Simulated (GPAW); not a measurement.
Fitting the revPBE+D3(BJ) energy curve of InAs

The structure is cubic, space group F-43m (No. 216). Conventional cell: a = 6.036 Å, b = 6.036 Å, c = 6.036 Å, α = 90.00°, β = 90.00°, γ = 90.00°. In (site symmetry -43m) is surrounded by 4 As at 2.61 Å. Around As (site symmetry -43m) lie 4 In at 2.61 Å.

The cell was scaled at fixed shape and fractions and run with GPAW, the program's PAW data sets (release 1.2.1) made for this functional, cutoff 600 eV; revPBE+D3(BJ), k mesh 6 × 6 × 6 on the cell of 2 atoms, fermi-dirac occupations of 0.05 eV, no spin polarisation, no spin-orbit coupling. Energies are those that the program minimises, any entropy of the smearing included. For a metal such a mesh isn't converged to the digits shown.

| V (Å³/atom) | energy over the lowest row (meV/atom) |
| --- | --- |
| 25.8396 | 38.40 |
| 26.3894 | 21.47 |
| 26.9391 | ? |
| 27.4889 | 2.77 |
| 28.0387 | 0.00 |
| 28.5885 | 1.06 |
| 29.1383 | 5.56 |

Q: Fit the third-order Birch-Murnaghan form, give V0, B0 and B′, and predict the energy left open.

A: With y = (V0/V)^(2/3), E = E0 + (9 V0 B0/16) [(y - 1)³ B′ + (y - 1)² (6 - 4y)]. Least squares through the rows shown give V0 = 28.1535 Å³/atom, E0 = -0.08 meV, B0 = 55.73 GPa (1 eV/Å³ = 160.218 GPa) and B′ = 4.30, with a largest miss of 0.00 meV. At V = 26.9391 the form with these constants gives 9.77 meV; the run gave 9.78 meV an atom. The runs are for a static lattice.

The fitted minimum, 28.1535 Å³/atom, lies above the 27.4889 Å³/atom of the listed cell, so this functional favours slightly longer In–As bonds than that geometry has. A probable reason is that revPBE's exchange favours inhomogeneous density and weakens the bonds, with the dispersion attraction offsetting only part of the expansion. The modulus of 55.73 GPa fits a compound of large atoms, whose long, polar sp³ bonds spread few valence electrons over a large volume.

Compression costs more than an equal expansion because Pauli repulsion and kinetic energy rise steeply as the shells are pushed together, while the bonding attraction fades more gently on stretching. B′ = 4.30 expresses this ordinary stiffening under pressure. The omitted point, predicted at 9.77 against 9.78 meV, lies inside the fitted range, so the agreement confirms a smooth curve and a sound interpolation, not the accuracy of the functional. Nor does a curve for zinc blende alone tell at what pressure a more highly coordinated phase would take over.
